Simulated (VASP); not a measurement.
# NbP (I4_1md) in VASP: notebook

One crystal, NbP, is run at these levels: PBE; tasks: relaxation of cell and atoms.

Everything below comes from runs of VASP 6.6.1. Logs are shortened: lines on timing, memory, paths and dates and some standing lists are left out, and cuts for length are marked.

## 1. The structure

Symmetry: I4_1md, No. 109, tetragonal system. Conventional cell: a = 3.350 Å, b = 3.350 Å, c = 11.480 Å, α = 90.00°, β = 90.00°, γ = 90.00°. Around Nb (site symmetry 2mm) lie 6 P at 2.55 Å. P (site symmetry 2mm) is surrounded by 6 Nb at 2.55 Å.

The cell is a database's computed one.

## 2. Relaxation of cell and atoms, PBE

The input, INCAR:

```
SYSTEM = NbP
  PREC = Accurate
  ENCUT = 520
  EDIFF = 1E-7
  ISMEAR = 0
  SIGMA = 0.3
  LREAL = .False.
  LASPH = .True.
  NELM = 80
  ALGO = Normal
  ISIF = 3
  LWAVE = .False.
  LCHARG = .False.
  GGA = PE
  IBRION = 2
  NSW = 80
  EDIFFG = -0.002
```

The input, KPOINTS:

```
Automatic mesh
0
Gamma
  18 18 18
  0 0 0
```

The input, POSCAR:

```
NbP
1.0
   -1.6749232500      1.6749232500      5.7401081800
    1.6749232500     -1.6749232500      5.7401081800
    1.6749232500      1.6749232500     -5.7401081800
Nb P
2 2
Direct
    0.7498808000      0.7498808000      0.0000000000
    0.4998808000      0.9998808000      0.5000000000
    0.3327477700      0.3327477700      0.0000000000
    0.0827477800      0.5827477800      0.5000000000
```

Potentials or basis: VASP PAW PBE potentials, release 64 (Nb_sv, P).

Run with:

```sh
$ cat potpaw_PBE.64/Nb_sv/POTCAR potpaw_PBE.64/P/POTCAR > POTCAR
$ mpirun -np 1 vasp_std > vasp.out
```

OUTCAR:

```text
SYSTEM = NbP
   PREC = Accurate
   ENCUT = 520
   EDIFF = 1E-7
   ISMEAR = 0
   LREAL = .False.
   LASPH = .True.
   NELM = 80
   ISIF = 3
   GGA = PE
   IBRION = 2
   NSW = 80
   EDIFFG = -0.002

 ion  position               nearest neighbor table
   1  0.750  0.750  0.000-   4 2.55   4 2.55   3 2.55   3 2.55   3 2.55   3 2.55
   2  0.500  1.000  0.500-   3 2.55   3 2.55   4 2.55   4 2.55   4 2.55   4 2.55
   3  0.333  0.333  0.000-   2 2.55   2 2.55   1 2.55   1 2.55   1 2.55   1 2.55
   4  0.083  0.583  0.500-   1 2.55   1 2.55   2 2.55   2 2.55   2 2.55   2 2.55

  LATTYP: Found a body centered tetragonal cell.
 ALAT       =     3.3498465000
 C/A-ratio  =     3.4270872889

  Lattice vectors:

 A1 = (  -1.6749232500,   1.6749232500,   5.7401081800)
 A2 = (   1.6749232500,  -1.6749232500,   5.7401081800)
 A3 = (   1.6749232500,   1.6749232500,  -5.7401081800)

Analysis of symmetry for initial positions (statically):
=====================================================================
 Subroutine PRICEL returns:
 Original cell was already a primitive cell.

 Routine SETGRP: Setting up the symmetry group for a
 body centered tetragonal supercell.

 Subroutine GETGRP returns: Found  8 space group operations
 (whereof  4 operations were pure point group operations)
 out of a pool of 16 trial point group operations.

The static configuration has the point symmetry C_2v.
 The point group associated with its full space group is C_4v.

Analysis of symmetry for dynamics (positions and initial velocities):
=====================================================================
 Subroutine PRICEL returns:
 Original cell was already a primitive cell.

 Routine SETGRP: Setting up the symmetry group for a
 body centered tetragonal supercell.

 Subroutine GETGRP returns: Found  8 space group operations
 (whereof  4 operations were pure point group operations)
 out of a pool of 16 trial point group operations.

The dynamic configuration has the point symmetry C_2v.
 The point group associated with its full space group is C_4v.

 Subroutine INISYM returns: Found  8 space group operations
 (whereof  4 operations are pure point group operations),
 and found     1 'primitive' translations

----------------------------------------------------------------------------------------

                                     Primitive cell

  volume of cell :      64.4125

  direct lattice vectors                    reciprocal lattice vectors
    -1.674923250  1.674923250  5.740108180     0.000000000  0.298521141  0.087106372
     1.674923250 -1.674923250  5.740108180     0.298521141  0.000000000  0.087106372
     1.674923250  1.674923250 -5.740108180     0.298521141  0.298521141  0.000000000

  length of vectors
     6.209635875  6.209635875  6.209635875     0.310970082  0.310970082  0.422172647

  position of ions in fractional coordinates (direct lattice)
     0.749880800  0.749880800  0.000000000
     0.499880800  0.999880800  0.500000000
     0.332747770  0.332747770  0.000000000
     0.082747780  0.582747780  0.500000000

  ion indices of the primitive-cell ions
   primitive index   ion index
                 1           1
                 2           2
                 3           3
                 4           4

----------------------------------------------------------------------------------------

 KPOINTS: Automatic mesh

Automatic generation of k-mesh.
 Grid dimensions read from file:
 generate k-points for:   18   18   18

 Generating k-lattice:

  Cartesian coordinates                     Fractional coordinates (reciprocal lattice)
     0.000000000  0.016584508  0.004839243     0.055555556 -0.000000000  0.000000000
     0.016584508  0.000000000  0.004839243    -0.000000000  0.055555556  0.000000000
     0.016584508  0.016584508  0.000000000     0.000000000  0.000000000  0.055555556

  Length of vectors
     0.017276116  0.017276116  0.023454036

  Shift w.r.t. Gamma in fractional coordinates (k-lattice)
     0.000000000  0.000000000  0.000000000

 Subroutine IBZKPT returns following result:
 ===========================================

 Found    480 irreducible k-points:

 Following reciprocal coordinates:
            Coordinates               Weight
  0.000000  0.000000  0.000000      1.000000
  0.055556  0.000000 -0.000000      8.000000
  0.111111  0.000000 -0.000000      8.000000
  0.166667  0.000000 -0.000000      8.000000
  0.222222  0.000000 -0.000000      8.000000
  0.277778  0.000000 -0.000000      8.000000
[... 16 lines left out ...]
 -0.277778  0.055556  0.000000     16.000000
 -0.222222  0.055556  0.000000     16.000000
 [... further k-points ...]
   k-points           NKPTS =    480   k-points in BZ     NKDIM =    480   number of bands    NBANDS=     22
   number of dos      NEDOS =    301   number of ions     NIONS =      4
   total plane-waves  NPLWV = 110592
   dimension x,y,z NGX =    48 NGY =   48 NGZ =   48
   dimension x,y,z NGXF=    96 NGYF=   96 NGZF=   96
   ions per type =               2   2
   NGX,Y,Z   is equivalent  to a cutoff of  12.85, 12.85, 12.85 a.u.
   NGXF,Y,Z  is equivalent  to a cutoff of  25.70, 25.70, 25.70 a.u.
 SYSTEM =  NbP
   PREC   = accura    normal or accurate (medium, high low for compatibility)
   ISTART =      0    job   : 0-new  1-cont  2-samecut
   ICHARG =      2    charge: 1-file 2-atom 10-const
   ISPIN  =      1    spin polarized calculation?
   LNONCOLLINEAR =      F non collinear calculations
   LSORBIT =      F    spin-orbit coupling
   LASPH  =      T    aspherical Exc in radial PAW
   ENCUT  =  520.0 eV  38.22 Ry    6.18 a.u.  11.55 11.55 11.55*2*pi/ulx,y,z
   NELM   =     80;   NELMIN=  2; NELMDL= -5     # of ELM steps
   EDIFF  = 0.1E-06   stopping-criterion for ELM
   LREAL  =      F    real-space projection
   EDIFFG = -.2E-02   stopping-criterion for IOM
   NSW    =     80    number of steps for IOM
   IBRION =      2    ionic relax: 0-MD 1-quasi-New 2-CG
   NFREE  =      1    steps in history (QN), initial steepest desc. (CG)
   ISIF   =      3    stress and relaxation
   ISYM   =      2    0-nonsym 1-usesym 2-fastsym
   POTIM  = 0.5000    time-step for ionic-motion
   TEBEG  =    0.0;   TEEND  =   0.0 temperature during run
   PSTRESS=    0.0 pullay stress
   NELECT =      36.0000    total number of electrons
   NUPDOWN=      -1.0000    fix difference up-down
   EMIN   =  10.00;   EMAX   =-10.00  energy-range for DOS
   EFERMI =   0.00;   METHOD = LEGACY
   ISMEAR =     0;   SIGMA  =   0.30  broadening in eV -4-tet -1-fermi 0-gaus
   EFERMI_NEDOS =   21; number of points for ismear=-14 and -15
   IALGO  =     38    algorithm
   IMIX   =      4    mixing-type and parameters
     AMIX     =   0.40;   BMIX     =  1.00
     AMIX_MAG =   1.60;   BMIX_MAG =  1.00
  volume/ion in A,a.u.               =      16.10       108.67
  Fermi-wavevector in a.u.,A,eV,Ry     =   1.348504  2.548304 24.741706  1.818464
  Thomas-Fermi vector in A             =   2.476168
   LORBIT       =      0    0 simple, 1 ext, 2 COOP (PROOUT), +10 PAW based schemes
   GGA     = PE    functional components
   LHFCALC =     F    Hartree Fock is set to
   AEXX    =    0.0000 exact exchange contribution
   IVDW    =     0    specifies the selected vdW correction
   LEPSILON=     F    determine dielectric tensor
   LRPA    =     F    only Hartree local field effects (RPA)
 conjugate gradient relaxation of ions
 non-spin polarized calculation
 Gauss-broadening in eV      SIGMA  =   0.30
  energy-cutoff  :      520.00
  volume of cell :       64.41
 maximum number of plane-waves:      1756
 NGX is ok and might be reduce to    48
   NGX = 23   NGY = 23   NGZ = 23

--------------------------------------- Ionic step        1  -------------------------------------------

 number of electron      35.9999999 magnetization

 Free energy of the ion-electron system (eV)
  ---------------------------------------------------
  ext. energy  EPLUGINS =         0.00000000
  ---------------------------------------------------
  free energy    TOTEN  =       -35.33125907 eV

  energy without entropy =      -35.29379363  energy(sigma->0) =      -35.31252635

------------------------ aborting loop because EDIFF is reached ----------------------------------------

  FORCE on cell =-STRESS in cart. coord.  units (eV):
  Direction    XX          YY          ZZ          XY          YZ          ZX
  --------------------------------------------------------------------------------------
  -------------------------------------------------------------------------------------
  Total       -0.5429121     -0.5429121     -0.6600793      0.0000000      0.0000000      0.0000000
  in kB      -13.5042432    -13.5042432    -16.4186250      0.0000000      0.0000000      0.0000000
  external PRESSURE =     -14.4757038 kB  Pullay stress =       0.0000000 kB
[... 213 lines left out ...]
  energy  without entropy=      -35.2971545436  energy(sigma->0) =      -35.31546983

--------------------------------------- Ionic step        7  -------------------------------------------

 number of electron      36.0000000 magnetization

 Free energy of the ion-electron system (eV)
  ---------------------------------------------------
  ext. energy  EPLUGINS =         0.00000000
  ---------------------------------------------------
  free energy    TOTEN  =       -35.33378553 eV

  energy without entropy =      -35.29715108  energy(sigma->0) =      -35.31546830

 E-fermi :  10.6722     XC(G=0): -12.0278

 val. band max:       10.6533800502   @ k =  -0.1667  -0.4444   0.1667
 cond. band min:      10.6781066060   @ k =  -0.0556  -0.4444   0.0556
 fundamental gap:      0.0247265558
 Fermi energy:        10.6721982469

 k-point     1 :       0.0000    0.0000    0.0000
  band No.  band energies     occupation
      1     -44.2529      2.00000
      2     -44.2140      2.00000
      3     -20.5246      2.00000
      4     -20.3167      2.00000
      5     -20.3167      2.00000
      6     -20.1750      2.00000
[... 574 lines left out ...]
      6     -20.2817      2.00000
[... 14 lines left out ...]
     21      12.5140      0.00000
     22      13.4431      0.00000

 [... further k-points ...]

------------------------ aborting loop because EDIFF is reached ----------------------------------------

  FORCE on cell =-STRESS in cart. coord.  units (eV):
  Direction    XX          YY          ZZ          XY          YZ          ZX
  --------------------------------------------------------------------------------------
  -------------------------------------------------------------------------------------
  Total       -0.0004952     -0.0004952     -0.0022845      0.0000000      0.0000000      0.0000000
  in kB       -0.0124174     -0.0124174     -0.0572843      0.0000000      0.0000000      0.0000000
  external PRESSURE =      -0.0273730 kB  Pullay stress =       0.0000000 kB
[... 19 lines left out ...]
  FREE ENERGIE OF THE ION-ELECTRON SYSTEM (eV)
  ---------------------------------------------------
  free  energy   TOTEN  =       -35.3337855284 eV

  energy  without entropy=      -35.2971510803  energy(sigma->0) =      -35.31546830

 reached required accuracy - stopping structural energy minimisation
```

Wall time 87 min (1 thread of Intel Xeon Platinum 8259CL at 2.50GHz (Skylake/Cascade Lake), shared host); peak memory 0.8 GiB.

Results:

```yaml
Free_energy: -35.3338 eV
Relaxed_volume: 15.97 Å³/atom
Relaxed_cell: a = 6.182 Å, b = 6.182 Å, c = 6.182 Å, α = 148.61°, β = 148.61°, γ = 44.98°
Space_group_after_relaxing_to_0.05_Å: I4_1md (No. 109)
Energy_gained_by_relaxing: 0.6 meV/atom
Ionic_steps: 7
Pressure_after_relaxing: 0.0 GPa
Band_gap_on_the_k_mesh: none (metal or under the smearing width)
```

Step by step:
```csv
step,energy change (eV),largest force (eV/Å),pressure (GPa),volume (Å³)
1,0.0000,0.0092,-1.45,64.41
2,0.0043,0.0157,2.59,63.07
3,-0.0023,0.0114,0.02,63.91
4,-0.0025,0.0116,0.01,63.90
5,-0.0025,0.0117,0.00,63.89
6,-0.0025,0.0024,0.00,63.89
7,-0.0025,0.0000,0.00,63.89
```

Final structure:
```
Nb P
1.0
    -1.67226    1.67226    5.71203
     1.67226   -1.67226    5.71203
     1.67226    1.67226   -5.71203
Nb P
2 2
Direct
  0.75000 0.75000 0.00000
  0.50000 0.00000 0.50000
  0.33262 0.33262 0.00000
  0.08262 0.58262 0.50000
```

(Part 1 of 2 ends here.)
